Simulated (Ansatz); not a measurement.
Runs of Ansatz 0.2.0 on Co. It takes space group P6_3/mmc (No. 194, hexagonal). Conventional cell: a = 2.472 Å, b = 2.472 Å, c = 4.021 Å, α = 90.00°, β = 90.00°, γ = 120.00°. Around Co (site symmetry -6m2) lie 12 Co at 2.47 Å. 

```tsv
task	level	potentials or basis	cell	cutoff (eV)	pressure (GPa)	moment (μB)	V0 of scaled cells (Å³/atom)	relaxed volume (Å³/atom)	B0 (GPa)
relaxation of cell and atoms	PBEsol	Ansatz PAW	relaxed	420	0.0	3.13	-	(c)	-
equation of state	BLYP+D4	Ansatz PAW	as given	420	-	-	10.71	-	213
equation of state	RPBE+D4	Ansatz PAW	as given	420	-	-	(b)	-	220
equation of state	PBEsol	PseudoDojo PBEsol stringent	as given	1415	-	-	10.36	-	234
relaxation of cell and atoms	LDA	Ansatz PAW	relaxed	420	0.0	2.98	-	(a)	-
equation of state	m-r2SCAN	Ansatz PAW	as given	500	-	-	10.40	-	234
```

Alike in all rows: spin collinear, ferromagnetic start; k mesh 12 × 12 × 7; smearing fermi-dirac 0.05 eV.

Fill in the values left out.

(a) 10.00; (b) 10.57; (c) 10.37.

Caveats: the cell was scaled at fixed shape and fractional positions, which overstates the stiffness of a crystal with free parameters, most of all of layers and chains (some runs); the plane-wave basis is chosen anew once the cell has moved, so the energies of steps on either side of that aren't comparable (some runs); the PAW data sets come from PBE, with cores solved anew for the run's functional, which leaves a small shift of forces and pressure (some runs); the potentials were made for another functional, which shifts forces and pressure (some runs); the magnetic or orbital state may not be the lowest (some runs); the PAW data sets were made with another functional, which shifts forces and pressure a little (some runs).
